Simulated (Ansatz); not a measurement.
**CaB6-type LaB6**

**The experiment.** The Crystallography Open Database holds a cell as deposited of cubic LaB6 (space group Pm-3m), temperature not stated (2010, doi:10.1107/S0108768110011845): a = 4.157 Å, 10.26 Å³/atom.

The computed numbers are results of PBE, scalar-relativistic (no spin polarisation) in the plane-wave PAW code Ansatz at 420 eV, Γ-centred 8×8×8 mesh, 0.05 eV Gaussian smearing. The datasets are Ansatz's generated set soft_2.

```
La B
1.0
     4.15497    0.00000    0.00000
     0.00000    4.15497    0.00000
     0.00000    0.00000    4.15497
La B
1 6
Direct
  0.00000 0.00000 0.00000
  0.19985 0.50000 0.50000
  0.80015 0.50000 0.50000
  0.50000 0.50000 0.19985
  0.50000 0.50000 0.80015
  0.50000 0.19985 0.50000
  0.50000 0.80015 0.50000
```

The start was a prototype's sites filled with these elements; the Crystallography Open Database holds the compound in this structure.

The cell above was scaled in volume, and the atoms were relaxed at each volume within its symmetry. Energies are counted from the cell above.

Cell and atoms are those of this level's equilibrium.

```
V (Å³/atom)  ΔE (meV/atom)  P from the stress (GPa)
      9.684          18.22                    10.87
      9.837           9.37                     7.61
     10.042           2.25                     3.61
     10.247           0.00                    -0.03
     10.452           2.19                    -3.35
     10.657           8.44                    -6.37
     10.965          24.60                   -10.39
     11.272          47.96                   -13.88
```

Q: Do the energies and the pressures agree? Compare −ΔE/ΔV between neighbouring points (1 meV/Å³ = 0.1602 GPa) with the mean of their pressures.

A: 
```json
{"interval (Å³/atom)": "9.68 to 9.84", "−ΔE/ΔV (GPa)": "9.2", "mean P (GPa)": "9.2"}
{"interval (Å³/atom)": "9.84 to 10.04", "−ΔE/ΔV (GPa)": "5.6", "mean P (GPa)": "5.6"}
{"interval (Å³/atom)": "10.04 to 10.25", "−ΔE/ΔV (GPa)": "1.8", "mean P (GPa)": "1.8"}
{"interval (Å³/atom)": "10.25 to 10.45", "−ΔE/ΔV (GPa)": "-1.7", "mean P (GPa)": "-1.7"}
{"interval (Å³/atom)": "10.45 to 10.66", "−ΔE/ΔV (GPa)": "-4.9", "mean P (GPa)": "-4.9"}
{"interval (Å³/atom)": "10.66 to 10.96", "−ΔE/ΔV (GPa)": "-8.4", "mean P (GPa)": "-8.4"}
{"interval (Å³/atom)": "10.96 to 11.27", "−ΔE/ΔV (GPa)": "-12.2", "mean P (GPa)": "-12.1"}
```
They differ by 0.05 GPa at most.

Q: What do the two routes give for V0, B0 and B0′?

A: A third-order Birch–Murnaghan fit of the energies: V0 = 10.25 Å³/atom, B0 = 174 GPa, B0′ = 3.7. A polynomial of P in ln V, with B = −dP/d ln V at P = 0: V0 = 10.25 Å³/atom, B0 = 174 GPa, B0′ = 3.7.

B0·V0 = 173.6 GPa × 10.25 Å³ = 11.10 eV/atom sets the scale: near the minimum ΔE ≈ ½ B0 V0 x², with x = V/V0 − 1, and a pressure of 1.7 GPa squeezes the volume by about 1 %. At the ends of the curve: x = −5.5 % predicts 16.7 meV/atom and the run gives 18.2; x = +10.0 % predicts 55.8 meV/atom and the run gives 48.0. The curve is steeper than the parabola on the compressed side and flatter on the expanded side: the bulk modulus rises with pressure.

**Against experiment.** PBE gives 4.155 Å and 10.25 Å³/atom, −0.2 % in volume (−0.1 % in length) from the database's cell. Agreement this close is partly luck: the calculation is for a static lattice, the crystal has zero-point motion and thermal expansion, roughly 0.7 to 1.7 % in volume at 300 K (room temperature assumed) by Grüneisen's rule, γ·3k_BT/(B0·V0) with γ of 1 to 2.5.

Spin–orbit coupling, which matters for such heavy elements, is left out. The cell is a metal with an odd number of electrons, and spin polarisation wasn't tried.
